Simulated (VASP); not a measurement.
HfB2 under changes of volume

One of the cells (9.708 Å³/atom); the others are scaled copies at fixed shape and fractional positions:

```
Hf B
1.0
     3.12196    0.00000    0.00000
    -1.56098    2.70370    0.00000
     0.00000    0.00000    3.45034
Hf B
1 2
Direct
  0.00000 0.00000 0.00000
  0.66667 0.33333 0.50000
  0.33333 0.66667 0.50000
```

| Item | Value |
| --- | --- |
| Program | VASP 6.6.1 |
| Functional | PBE |
| Dispersion | D3(BJ) |
| Potentials or basis | VASP PAW PBE potentials, release 64 (Hf_pv, B) |
| Cutoff | 520 eV |
| k mesh | 8 × 8 × 8 |
| Occupations | fermi-dirac, width 0.05 eV |
| Spin | no spin polarisation |

```tsv
volume (Å³/atom)	energy over the lowest point (meV/atom)	pressure (GPa)
9.320	13.99	11.8
9.514	3.45	5.6
9.708	0.00	0.0
9.902	?	?
10.096	11.83	-9.6
```

Question: What does the run at 9.902 Å³/atom give?

Answer: Energy over the lowest point 3.00 meV/atom; pressure -5.0 GPa.

Worked out: A Birch-Murnaghan fit of order 2 (a polynomial in V^(-2/3)) to the other rows has its minimum at 9.71 Å³/atom with B0 = V·E''(V) = 265 GPa at fixed shape and positions, which overstates the stiffness. It gives 3.00 meV/atom at 9.902 Å³/atom, against the run's 3.00, and -dE/dV = -5.0 GPa, against -5.0.

Energies are extrapolated to zero smearing.

Caveats: pairwise dispersion overbinds metals, which lowers pressure and volume.
